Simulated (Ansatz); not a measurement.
**PbO2: how the axes shrink under pressure**

PbO2, P4_2/mnm, a = 4.997 Å, c = 3.412 Å. The structure is a COD entry; whether it is the stable form wasn't checked. Ansatz: PBEsol, PAW, 420 eV, Γ-centred 8×8×10 mesh on 6 atoms, Gaussian smearing 0.10 eV; no spin polarisation. Cell and atoms are relaxed at each pressure, and no other structure is tried, so the rows at high pressure may lie past a change of phase. y = 100 ln(c/c0) with c0 = 3.4116 Å, so nearly a change in per cent. The pressures are the targets, met within 0.05 GPa.

```tsv
P (GPa)	y	100 ln(a/a0)
-3.0	?	?
0.0	0.00	0.00
3.0	-0.15	-1.04
8.0	-0.39	-2.55
15.0	-0.59	-4.34
30.0	-0.79	-7.46
60.0	-0.23	-12.46
```

**Question.** Fit y = c1 P + c2 P² to the other rows, give the linear compressibility along c, and predict the missing y.

**Answer.** Least squares on the rows shown. y = −0.05049 P + 0.0007789 P². The linear compressibility along c is −c1/100 = 0.50 per TPa, against 3.05 along a from the same fit to the last column (its missing entry is 1.19): the crystal is softer along a at low pressure. The runs next to zero pressure give 0.57 and 3.73, so a parabola over the whole range misstates the start. With a term in P³ added, the coefficient of P becomes -0.05540, 10 % more, which shows how far this figure hangs on the form. At P = -3.0 the fit asked for gives 0.16. The run gave 0.19, so the fit is 0.03 too low, within twice the rms miss on the fitted rows (0.02).

The mesh isn't the same in all rows (8×8×10, 8×8×12). Spin–orbit coupling is left out, which can shift energies with elements as heavy as these.